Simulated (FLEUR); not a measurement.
# CdTe (F-43m) in FLEUR: further runs

The runs below take CdTe through band structure, equation of state, with LDA (Wigner correlation).

Everything below comes from runs of FLEUR MaX-R8.1 (later development tree). Logs are shortened: lines on timing, memory, paths and dates and some standing lists are left out, and cuts for length are marked.

**Experimental background.**

A printed reference work, data compilation reports, for a bulk crystal of CdTe at 0 K: band gap 1.607 eV.

The runs below are set against these values where they give the same quantity.

## (1) The structure

The structure is cubic, space group F-43m (No. 216). Conventional cell: a = 6.410 Å, b = 6.410 Å, c = 6.410 Å, α = 90.00°, β = 90.00°, γ = 90.00°. Around Te (site symmetry -43m) lie 4 Cd at 2.78 Å. Cd (site symmetry -43m) has 4 Te at 2.78 Å as nearest neighbours.

## (2) Band structure, LDA (Wigner correlation)

inp.xml

```xml
<?xml version="1.0" encoding="UTF-8" standalone="no"?>
<fleurInput fleurInputVersion="0.39">
   <comment>
      CdTe                                                                                                
   </comment>
   <calculationSetup>
      <cutoffs Kmax="3.8" Gmax="11.8" GmaxXC="11.8" numbands="0"/>
      <scfLoop itmax="60" minDistance="0.00001" maxIterBroyd="15" imix="Anderson" alpha="0.05" precondParam="0.0" spinf="2.0" sdNocoIR="T"/>
      <coreElectrons ctail="T" frcor="F" kcrel="0" coretail_lmax="0"/>
      <xcFunctional name="wign" relativisticCorrections="F"/>
      <magnetism jspins="1"/>
      <soc l_soc="F" theta="0.0" phi="0.0" spav="F"/>
      <expertModes spex="0" secvar="F"/>
      <geometryOptimization l_f="F" forcealpha="1.0" forcemix="BFGS" epsdisp="0.00001" epsforce="0.00001"/>
      <ldaU l_linMix="F" mixParam="0.05" spinf="1.0"/>
   </calculationSetup>
   <cell>
      <bzIntegration valenceElectrons="42.0" mode="hist" fermiSmearingEnergy="0.00183747">
         <kPointListSelection listName="default-1"/>
         <!-- k-points included here -->
         <xi:include xmlns:xi="http://www.w3.org/2001/XInclude" href="kpts.xml"> </xi:include>
      </bzIntegration>
      <!-- symmetry operations included here -->
      <xi:include xmlns:xi="http://www.w3.org/2001/XInclude" href="sym.xml"> </xi:include>
      <bulkLattice scale="1.0">
         <bravaisMatrix>
[... 30 lines left out ...]
         </electronConfig>
         <energyParameters s="5" p="5" d="4" f="4"/>
         <lo type="SCLO" l="0" n="4" eDeriv="0"/>
         <lo type="SCLO" l="1" n="4" eDeriv="0"/>
         <lo type="SCLO" l="1" n="4" eDeriv="1"/>
         <lo type="SCLO" l="2" n="4" eDeriv="2"/>
         <lo type="SCLO" l="3" n="4" eDeriv="2"/>
      </species>
   </atomSpecies>
   <atomGroups>
      <atomGroup species="Tellurium (Te)">
         <relPos label="                   1">-1.000/4.000 -1.000/4.000 -1.000/4.000</relPos>
         <force calculate="T" relaxXYZ="TTT"/>
      </atomGroup>
      <atomGroup species="Cadmium (Cd)">
         <relPos label="                   2">.0000000000 .0000000000 .0000000000</relPos>
         <force calculate="T" relaxXYZ="TTT"/>
      </atomGroup>
   </atomGroups>
   <output dos="F" band="F" slice="F">
      <checks vchk="F" cdinf="F"/>
      <bandDOS minEnergy="-.5*Htr" maxEnergy="0.5*Htr" sigma="0.015" storeEVData="T"/>
      <vacuumDOS vacdos="F" integ="F" star="F" nstars="0" locx1="0.0" locy1="0.0" locx2="0.0" locy2="0.0" nstm="0" tworkf="0.0"/>
      <unfoldingBand unfoldBand="F" supercellX="1" supercellY="1" supercellZ="1"/>
      <plotting iplot="0" polar="F">
         <plot TwoD="T" vec1="  1.0  0.0  0.0" vec2="  0.0  1.0  0.0" vec3="  0.0  0.0  1.0" zero="  0.0  0.0  0.0" file="plot"/>
      </plotting>
      <chargeDensitySlicing numkpt="0" minEigenval="0.0" maxEigenval="0.0" nnne="0" pallst="F"/>
      <specialOutput eonly="F"/>
      <moessbauerParams electricFieldGradient="T" isomerShift="T" coreHyperfine="T" valenceHyperfine="T"/>
      <magneticCircularDichroism mcd="F" energyLo="-10.0" energyUp="0.0"/>
   </output>
  <!-- We include the file relax.xml here to enable relaxations (see documentation) -->
  <xi:include xmlns:xi="http://www.w3.org/2001/XInclude" href="relax.xml"> <xi:fallback/> </xi:include>
</fleurInput>
```

crystal.txt

```
CdTe
&input cartesian=F /
0.0000000000  3.2050000000  3.2050000000
3.2050000000  0.0000000000  3.2050000000
3.2050000000  3.2050000000  0.0000000000
1.8897261246
1.0 1.0 1.0

2
52 0.7500000000  0.7500000000  0.7500000000
48 0.0000000000  0.0000000000  0.0000000000

&kpt div1=7 div2=7 div3=7 gamma=T /
```

inp.xml (bands)

```
<?xml version="1.0" encoding="UTF-8" standalone="no"?>
<fleurInput fleurInputVersion="0.39">
   <comment>
      CdTe                                                                                                
   </comment>
   <calculationSetup>
      <cutoffs Kmax="3.8" Gmax="11.8" GmaxXC="11.8" numbands="0"/>
      <scfLoop itmax="60" minDistance="0.00001" maxIterBroyd="15" imix="Anderson" alpha="0.05" precondParam="0.0" spinf="2.0" sdNocoIR="T"/>
      <coreElectrons ctail="T" frcor="F" kcrel="0" coretail_lmax="0"/>
      <xcFunctional name="wign" relativisticCorrections="F"/>
      <magnetism jspins="1"/>
      <soc l_soc="F" theta="0.0" phi="0.0" spav="F"/>
      <expertModes spex="0" secvar="F"/>
      <geometryOptimization l_f="F" forcealpha="1.0" forcemix="BFGS" epsdisp="0.00001" epsforce="0.00001"/>
      <ldaU l_linMix="F" mixParam="0.05" spinf="1.0"/>
   </calculationSetup>
   <cell>
      <bzIntegration valenceElectrons="42.0" mode="hist" fermiSmearingEnergy="0.00183747">
         <kPointListSelection listName="path-1"/>
         <!-- k-points included here -->
         <xi:include xmlns:xi="http://www.w3.org/2001/XInclude" href="kpts.xml"> </xi:include>
      </bzIntegration>
      <!-- symmetry operations included here -->
      <xi:include xmlns:xi="http://www.w3.org/2001/XInclude" href="sym.xml"> </xi:include>
      <bulkLattice scale="1.0">
         <bravaisMatrix>
[... 31 lines left out ...]
         <energyParameters s="5" p="5" d="4" f="4"/>
         <lo type="SCLO" l="0" n="4" eDeriv="0"/>
         <lo type="SCLO" l="1" n="4" eDeriv="0"/>
         <lo type="SCLO" l="1" n="4" eDeriv="1"/>
         <lo type="SCLO" l="2" n="4" eDeriv="2"/>
         <lo type="SCLO" l="3" n="4" eDeriv="2"/>
      </species>
   </atomSpecies>
   <atomGroups>
      <atomGroup species="Tellurium (Te)">
         <relPos label="                   1">-1.000/4.000 -1.000/4.000 -1.000/4.000</relPos>
         <force calculate="T" relaxXYZ="TTT"/>
      </atomGroup>
      <atomGroup species="Cadmium (Cd)">
         <relPos label="                   2">.0000000000 .0000000000 .0000000000</relPos>
         <force calculate="T" relaxXYZ="TTT"/>
      </atomGroup>
   </atomGroups>
   <output dos="F" band="T" slice="F">
      <checks vchk="F" cdinf="F"/>
      <bandDOS minEnergy="-.5*Htr" maxEnergy="0.5*Htr" sigma="0.015" storeEVData="T"/>
      <vacuumDOS vacdos="F" integ="F" star="F" nstars="0" locx1="0.0" locy1="0.0" locx2="0.0" locy2="0.0" nstm="0" tworkf="0.0"/>
      <unfoldingBand unfoldBand="F" supercellX="1" supercellY="1" supercellZ="1"/>
      <plotting iplot="0" polar="F">
         <plot TwoD="T" vec1="  1.0  0.0  0.0" vec2="  0.0  1.0  0.0" vec3="  0.0  0.0  1.0" zero="  0.0  0.0  0.0" file="plot"/>
      </plotting>
      <chargeDensitySlicing numkpt="0" minEigenval="0.0" maxEigenval="0.0" nnne="0" pallst="F"/>
      <specialOutput eonly="F"/>
      <moessbauerParams electricFieldGradient="T" isomerShift="T" coreHyperfine="T" valenceHyperfine="T"/>
      <magneticCircularDichroism mcd="F" energyLo="-10.0" energyUp="0.0"/>
   </output>
  <!-- We include the file relax.xml here to enable relaxations (see documentation) -->
  <xi:include xmlns:xi="http://www.w3.org/2001/XInclude" href="relax.xml"> <xi:fallback/> </xi:include>
</fleurInput>
```

Potentials or basis: all-electron, FLAPW.

Started as:

```
> inpgen -f crystal.txt -profile fastHighL
> # inp.xml edited to the form shown
> fleur_MPI
> fleur_MPI   # second run, on inp.xml (bands)
```

Log:

```text
Welcome to FLEUR        (www.flapw.de)
      MaX-Release 8.1          (www.max-centre.eu)

 ========== k-point set info ==========
 Selected k-point list: default-1
 k-point list type: mesh
 7 x 7 x 7
 Number of k points: 20

 ------------Calculation Setup---------------------------
 Number of MPI-tasks      :            1
 Number of PE/node        :            1
 Number of OMP-threads    :            1
 Most efficient MPI parallelization for:
           1           2           4           5          10          20
 Additional eigenvalue parallelization possible
 Number of basis functions:          508
 Approximate size of matrices (H+S) per k-point:         0.008 GB
 --------------------------------------------------------
 Iteration:     1   Distance:       5.73015129 me/bohr^3
 Iteration:     2   Distance:       5.27421398 me/bohr^3
 Iteration:     3   Distance:       3.15835153 me/bohr^3
 Iteration:     4   Distance:       0.89127396 me/bohr^3
 Iteration:     5   Distance:       0.66792125 me/bohr^3
 Iteration:     6   Distance:       0.12504363 me/bohr^3
 Iteration:     7   Distance:       0.07659082 me/bohr^3
 Iteration:     8   Distance:       0.03590301 me/bohr^3
 Iteration:     9   Distance:       0.00445266 me/bohr^3
 Iteration:    10   Distance:       0.00363826 me/bohr^3
 Iteration:    11   Distance:       0.00030872 me/bohr^3
 Iteration:    12   Distance:       0.00015066 me/bohr^3
 Iteration:    13   Distance:       0.00004035 me/bohr^3
 Iteration:    14   Distance:       0.00000380 me/bohr^3

 ********************************************************************
 Run finished successfully
 Stop message:
   all done
 ********************************************************************
```

output (bands):

```text
Welcome to FLEUR        (www.flapw.de)
      MaX-Release 8.1          (www.max-centre.eu)

 ========== k-point set info ==========
 Selected k-point list: path-1
 k-point list type: path
 Number of k points: 60

 ------------Calculation Setup---------------------------
 Number of MPI-tasks      :            1
 Number of PE/node        :            1
 Number of OMP-threads    :            1
 Most efficient MPI parallelization for:
           1           2           3           4           5           6          10          12          15          20          30          60
 Additional eigenvalue parallelization possible
 Number of basis functions:          512
 Approximate size of matrices (H+S) per k-point:         0.008 GB
 --------------------------------------------------------
 Fermi energy correction for insulators:
 No automatic correction of the Fermi energy has been performed.

 Note: Band structure data (together with different weights) is also stored in the banddos.hdf file.
       A convenient way of extracting and plotting the data from that file is by making use of the

 ********************************************************************
 Run finished successfully
 Stop message:
   Charge density postprocessing done.
 ********************************************************************
```

out.xml (last iteration):

```text
<iteration numberForCurrentRun="   14" overallNumber="   14">
         <energyParameters units="Htr">
            <atomicEP atomType="1" spin="1" branch="5s" branchLowest="-5.65" branchHighest="0.71" value="-0.3003884959"/>
            <atomicEP atomType="1" spin="1" branch="5p" branchLowest="-3.81" branchHighest="1.49" value="-0.0497719349"/>
            <atomicEP atomType="1" spin="1" branch="5d" branchLowest="-1.12" branchHighest="2.84" value="0.1590564315"/>
            <atomicEP atomType="1" spin="1" branch="4f" branchLowest="-9.99" branchHighest="1.67" value="0.3119673252"/>
            <loAtomicEP atomType="1" spin="1" branch="4p" branchLowest="-29.11" branchHighest="-3.81" value="-3.8309951007"/>
            <loAtomicEP atomType="1" spin="1" branch="4p" branchLowest="-29.11" branchHighest="-3.81" value="-3.8309951007"/>
            <loAtomicEP atomType="1" spin="1" branch="4d" branchLowest="-20.19" branchHighest="-1.12" value="-1.1583525478"/>
            <loAtomicEP atomType="1" spin="1" branch="4d" branchLowest="-20.19" branchHighest="-1.12" value="-1.1583525478"/>
            <loAtomicEP atomType="1" spin="1" branch="5s" branchLowest="-5.65" branchHighest="0.71" value="-0.3003884959"/>
            <loAtomicEP atomType="1" spin="1" branch="4f" branchLowest="-9.99" branchHighest="1.67" value="0.3119696525"/>
            <atomicEP atomType="2" spin="1" branch="5s" branchLowest="-3.58" branchHighest="1.08" value="0.0138192074"/>
            <atomicEP atomType="2" spin="1" branch="5p" branchLowest="-2.15" branchHighest="1.72" value="0.1779527430"/>
            <atomicEP atomType="2" spin="1" branch="4d" branchLowest="-14.15" branchHighest="-0.05" value="-0.1306138484"/>
            <atomicEP atomType="2" spin="1" branch="4f" branchLowest="-9.99" branchHighest="2.02" value="0.4962401639"/>
            <loAtomicEP atomType="2" spin="1" branch="4s" branchLowest="-26.59" branchHighest="-3.58" value="-3.5833953952"/>
            <loAtomicEP atomType="2" spin="1" branch="4p" branchLowest="-21.75" branchHighest="-2.15" value="-2.1623177420"/>
            <loAtomicEP atomType="2" spin="1" branch="4p" branchLowest="-21.75" branchHighest="-2.15" value="-2.1623177420"/>
            <loAtomicEP atomType="2" spin="1" branch="4d" branchLowest="-14.15" branchHighest="-0.05" value="-0.1390075107"/>
            <loAtomicEP atomType="2" spin="1" branch="4f" branchLowest="-9.99" branchHighest="2.02" value="0.4962423373"/>
         </energyParameters>
         <eigenvalues>
            <eigenvaluesAt spin="1" ikpt="1" k_x="0.00000000" k_y="0.00000000" k_z="0.00000000">
                      -3.8192361937       -3.8192361937       -3.8192361937       -3.5833928839       -2.1561027445
                      -2.1561027445       -2.1561027445       -1.1607256270       -1.1607256270       -1.1607256270
                      -1.1603388116       -1.1603388116       -0.2679388771       -0.1488715839       -0.1488715839
                      -0.1488715839       -0.1377827573       -0.1377827573        0.1540224607        0.1540224607
                       0.1540224607        0.1746389865        0.3168565312        0.3168565312        0.3168565312
                       0.4157764426        0.5032999577        0.5032999577        0.5135815465        0.5135815465
                       0.5135815465        0.5995473917        0.8499726557
            </eigenvaluesAt>
            <eigenvaluesAt spin="1" ikpt="2" k_x="0.00000000" k_y="0.00000000" k_z="0.14285714">
                      -3.8192350938       -3.8192350938       -3.8192335313       -3.5833928013       -2.1561026787
                      -2.1561025247       -2.1561025247       -1.1607127915       -1.1607040489       -1.1607040489
[... 63 lines left out ...]
         <moessbauerParams unitsHFF="kG" unitsIS="e/bohr^3" unitsEFG="Htr/bohr^2">
            <coreIsomerShift atomType="1" isTotal="231261.57946">
               <shell n="1" l="0" isomerShift="200862.83712"/>
               <shell n="2" l="0" isomerShift="23910.33203"/>
               <shell n="2" l="1" isomerShift="630.25090"/>
               <shell n="3" l="0" isomerShift="4720.45956"/>
               <shell n="3" l="1" isomerShift="135.05003"/>
               <shell n="4" l="0" isomerShift="1002.64978"/>
               <shell n="3" l="2" isomerShift="0.00003"/>
            </coreIsomerShift>
            <coreIsomerShift atomType="2" isTotal="160870.24043">
               <shell n="1" l="0" isomerShift="141069.24766"/>
               <shell n="2" l="0" isomerShift="16271.06352"/>
               <shell n="2" l="1" isomerShift="357.17546"/>
               <shell n="3" l="0" isomerShift="3099.56915"/>
               <shell n="3" l="1" isomerShift="73.18463"/>
               <shell n="3" l="2" isomerShift="0.00001"/>
            </coreIsomerShift>
            <isomerShift atomType="1" nucleusRadius="0.0001189" averageDensity="231377.86037"/>
            <isomerShift atomType="2" nucleusRadius="0.0001140" averageDensity="161504.80704"/>
            <electricFieldGradient atomType="1" VXX="0.00000" VYY="0.00000" VZZ="0.00000" asymParam="0.00000">
            </electricFieldGradient>
            <electricFieldGradient atomType="2" VXX="0.00000" VYY="0.00000" VZZ="0.00000" asymParam="0.00000">
            </electricFieldGradient>
         </moessbauerParams>
         <totalEnergy                                    value="   -12378.0337236462" units="Htr">
            <sumOfEigenvalues                            value="    -7483.1965289995">
               <coreElectrons value="-7427.0830368440"/>
               <valenceElectrons value="-56.1134921555"/>
            </sumOfEigenvalues>
            <densityCoulombPotentialIntegral value="-20100.6335201266"/>
            <densityEffectivePotentialIntegral value="-20520.0519999855"/>
            <chargeDenXCDenIntegral value="-315.8373202043"/>
            <FockExchangeEnergyValence value="0.0000000000"/>
            <FockExchangeEnergyCore value="0.0000000000"/>
            <atomTypeDependentContributions atomType="1">
               <electronNucleiInteractionDifferentMTs value="8224.7780942923"/>
               <MadelungTerm value="-33.7104920900"/>
            </atomTypeDependentContributions>
            <atomTypeDependentContributions atomType="2">
               <electronNucleiInteractionDifferentMTs value="6773.3333995264"/>
               <MadelungTerm value="-16.9131284559"/>
            </atomTypeDependentContributions>
            <tkbTimesEntropy value="0.0000008946"/>
            <freeEnergy value="-12378.0337245409"/>
            <extrapolationTo0K value="-12378.0337240935"/>
         </totalEnergy>
         <densityConvergence units="me/bohr^3">
            <chargeDensity spin="1" distance="0.0000037966"/>
         </densityConvergence>
      </iteration>
```

Run time: 43 s. Hardware: 1 thread of Arm Neoverse V2, shared host; peak memory 0.06 GiB.

Results:

```yaml
Free_energy: -336823.4566 eV
Band_gap_on_the_k_mesh: 0.56 eV, direct
Band_gap_along_the_path: 0.56 eV, direct
Valence_electrons_inside_the_program's_atomic_spheres: Te 19.06; Cd 18.61 (radii Te 2.3, Cd 2.56 bohr)
```

Levels at the corners of the path, in eV from the valence-band top:
```tsv
point	band 18	band 19	band 20	band 21	band 22	band 23	band 24	band 25
Γ	-7.94	0.00	0.00	0.00	0.56	4.43	4.43	4.43
X	-7.45	-4.58	-2.04	-2.04	2.26	2.48	8.72	9.12
W	-7.35	-4.46	-2.53	-2.43	4.24	4.46	5.38	6.07
K	-7.39	-4.49	-2.80	-1.69	2.65	4.38	7.18	7.40
Γ	-7.94	0.00	0.00	0.00	0.56	4.43	4.43	4.43
L	-7.59	-4.75	-0.85	-0.85	1.61	5.03	5.03	6.73
U	-7.39	-4.49	-2.80	-1.69	2.65	4.38	7.18	7.40
W	-7.35	-4.46	-2.53	-2.43	4.24	4.46	5.38	6.07
L	-7.59	-4.75	-0.85	-0.85	1.61	5.03	5.03	6.73
K	-7.39	-4.49	-2.80	-1.69	2.65	4.38	7.18	7.40
U	-7.39	-4.49	-2.80	-1.69	2.65	4.38	7.18	7.40
X	-7.45	-4.58	-2.04	-2.04	2.26	2.48	8.72	9.12
```

Core levels (eV from the Fermi level):
```csv
atom,levels
1 Te,"1s1/2 -31565.0, 2s1/2 -4835.0, 2p1/2 -4531.9, 2p3/2 -4257.8, 3s1/2 -957.1, 3p1/2 -832.3, 3p3/2 -781.3, 4s1/2 -158.2, 3d3/2 -560.3, 3d5/2 -549.6"
2 Cd,"1s1/2 -26472.6, 2s1/2 -3926.5, 2p1/2 -3657.2, 2p3/2 -3465.0, 3s1/2 -728.1, 3p1/2 -620.1, 3p3/2 -585.8, 3d3/2 -393.8, 3d5/2 -386.8"
```

Caveat: spin-orbit coupling is left out, which moves the levels of the heavy elements.

(Continued in part 2 of 2.)
